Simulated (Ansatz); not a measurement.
Runs of Ansatz 0.2.0 on TiAl. The structure is cubic, space group Pm-3m (No. 221). Conventional cell: a = 3.179 Å, b = 3.179 Å, c = 3.179 Å, α = 90.00°, β = 90.00°, γ = 90.00°. Ti (site symmetry m-3m) has 8 Al at 2.75 Å as nearest neighbours. Around Al (site symmetry m-3m) lie 8 Ti at 2.75 Å. The cell comes from a database or a generator and needn't be the stable form of this composition.

```tsv
task	level	potentials or basis	U	cell	k mesh	smearing	points for each segment of the path	hubbard projectors	double counting	mesh quality	gap on the mesh (eV)	pressure (GPa)
band structure	LDA+U	Ansatz PAW	Ti d U = 2 eV	atoms moved at random, drawn with an rms of 0.15 Å	8 × 8 × 8	methfessel-paxton 0.1 eV	14	ortho-atomic (the default)	fll (the default)	not flagged	none	-1.0
density of states	B3LYP+D3(BJ)	Ansatz PAW polarizable	-	as given	6 × 6 × 6	methfessel-paxton 0.025 eV	-	-	-	not flagged	none	-
single point	PBEsol+D4+U	Ansatz PAW	Ti d U = 4.5 eV	as given	8 × 8 × 8	fermi-dirac 0.05 eV	-	ortho-atomic (the default)	fll (the default)	not flagged	none	(a)
single point	PBE0+D3(BJ)+ATM	Ansatz PAW	-	as given	5 × 5 × 5	fermi-dirac 0.05 eV	-	-	-	coarse	none	-
```

Alike in all rows: no spin polarisation; cutoff (eV) 420.

Question: Fill in the values left out.

Answer: (a) 0.9.

Caveats: some runs use coarse meshes; the PAW data sets come from PBE, with cores solved anew for the run's functional, which leaves a small shift of forces and pressure; pairwise dispersion overbinds metals, which lowers pressure and volume (some runs); U without spin polarisation on a metal has little footing (some runs); the U is typed as a test and isn't derived for this compound (some runs); forces of over 1 eV/Å show positions far from the minimum, so gaps and moduli don't describe the material at rest (some runs); the potentials were made for another functional, which shifts forces and pressure (some runs).

A k mesh can miss the band edges.

A gap of «none» marks a metal or a gap under the smearing width.

Not every run made on this cell is shown here.
